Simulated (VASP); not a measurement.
A run of VASP 6.6.1 is set up as follows.

INCAR

```
ALGO = Normal
EDIFF = 1E-7
ENCUT = 520
ISIF = 2
ISMEAR = -1
LASPH = T
LCHARG = F
LMAXMIX = 4
LMIXTAU = T
LREAL = F
LWAVE = F
METAGGA = SCAN
NBANDS = 12
NELM = 60
PREC = Accurate
SIGMA = 0.05
```

The input KPOINTS:

```
k-points
0
Gamma
  11 11 11
```

Contents of POSCAR:

```
Ag
1.0
    0.0000000000      2.0427500000      2.0427500000
    2.0427500000      0.0000000000      2.0427500000
    2.0427500000      2.0427500000      0.0000000000
Ag
1
Direct
    0.0000000000      0.0000000000      0.0000000000
```

File KPOINTS_OPT:

```
path GXWKGLUWLK,UX
20
line-mode
reciprocal
 0.0000000000  0.0000000000  0.0000000000  G
 0.5000000000  0.0000000000  0.5000000000  X

 0.5000000000  0.0000000000  0.5000000000  X
 0.5000000000  0.2500000000  0.7500000000  W

 0.5000000000  0.2500000000  0.7500000000  W
 0.3750000000  0.3750000000  0.7500000000  K

 0.3750000000  0.3750000000  0.7500000000  K
 0.0000000000  0.0000000000  0.0000000000  G

 0.0000000000  0.0000000000  0.0000000000  G
 0.5000000000  0.5000000000  0.5000000000  L

 0.5000000000  0.5000000000  0.5000000000  L
 0.6250000000  0.2500000000  0.6250000000  U

 0.6250000000  0.2500000000  0.6250000000  U
 0.5000000000  0.2500000000  0.7500000000  W

 0.5000000000  0.2500000000  0.7500000000  W
 0.5000000000  0.5000000000  0.5000000000  L

 0.5000000000  0.5000000000  0.5000000000  L
 0.3750000000  0.3750000000  0.7500000000  K

 0.6250000000  0.2500000000  0.6250000000  U
 0.5000000000  0.0000000000  0.5000000000  X
```

Potentials or basis: VASP PAW PBE potentials, release 64 (Ag).

The run is started by

```bash
$ cat potpaw_PBE.64/Ag/POTCAR > POTCAR
$ mpirun -np 1 vasp_std > vasp.out
```

Task: Predict the pressure.

Result: -0.6 GPa.

Task: What does it give for the band gap along the path?

Result: None (metal or under the smearing width).

Levels at the corners of the path, in eV from the Fermi level:
```
point  band 3  band 4  band 5  band 6  band 7  band 8
    Γ   -5.35   -5.35   -4.30   -4.30   16.51   20.17
    X   -3.51   -3.25   -3.25    1.42    6.70   10.83
    X   -3.51   -3.25   -3.25    1.42    6.70   10.83
    W   -5.62   -4.28   -3.25    5.91    5.91    6.99
    W   -5.62   -4.28   -3.25    5.91    5.91    6.99
    K   -4.60   -4.07   -3.54    4.18    5.19    7.13
    K   -4.60   -4.07   -3.54    4.18    5.19    7.13
    Γ   -5.35   -5.35   -4.30   -4.30   16.51   20.17
    Γ   -5.35   -5.35   -4.30   -4.30   16.51   20.17
    L   -5.37   -3.47   -3.47   -0.64    3.44   15.71
    L   -5.37   -3.47   -3.47   -0.64    3.44   15.71
    U   -4.60   -4.07   -3.54    4.18    5.19    7.13
    U   -4.60   -4.07   -3.54    4.18    5.19    7.13
    W   -5.62   -4.28   -3.25    5.91    5.91    6.99
    W   -5.62   -4.28   -3.25    5.91    5.91    6.99
    L   -5.37   -3.47   -3.47   -0.64    3.44   15.71
    L   -5.37   -3.47   -3.47   -0.64    3.44   15.71
    K   -4.60   -4.07   -3.54    4.18    5.19    7.13
    U   -4.60   -4.07   -3.54    4.18    5.19    7.13
    X   -3.51   -3.25   -3.25    1.42    6.70   10.83
```

Caveat: the PAW data sets were made with another functional, which shifts forces and pressure a little.
